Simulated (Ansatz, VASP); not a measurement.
One calculation of SiGe, two programs

```
Ge Si
1.0
     3.98103    0.00000    0.00000
    -1.99051    3.44767    0.00000
     0.00000    0.00000    6.57730
Ge Si
2 2
Cartesian
  0.0000 2.2984 0.0026
  1.9905 1.1492 3.2912
  0.0000 2.2984 2.4639
  1.9905 1.1492 5.7526
```

Change from the starting cell: volume scaled by 1.06.

Alike in both runs: task single point; functional PBEsol; k mesh 8 × 8 × 4; occupations fermi-dirac, width 0.05 eV; no spin polarisation.

|  | VASP | Ansatz |
| --- | --- | --- |
| version | VASP 6.6.1 | Ansatz 0.2.0 |
| potentials or method | VASP PAW PBE potentials, release 64 (Ge_d, Si) | Ansatz PAW |
| plane-wave cutoff (eV) | 520 | 420 |
| valence electrons in the cell | 36 | 36 |

```tsv
	VASP	Ansatz	Ansatz less VASP
gap on the k mesh at the Fermi level (eV)	0.25	0.24	-0.004
least direct gap on the mesh (eV)	0.25	0.24	-0.004
pressure (GPa)	-4.3	-4.3	+0.01
largest component of the traceless stress (GPa)	0.13	0.13	-0.005
rms of the force components (eV/Å)	0.007	0.007	-0.0001
```

Atom by atom the forces differ by 0.000 eV/Å (rms over components).

Caveats: the PAW data sets were made with another functional, which shifts forces and pressure a little (VASP); the PAW data sets come from PBE, with cores solved anew for the run's functional, which leaves a small shift of forces and pressure (Ansatz). A k mesh can miss the band edges.
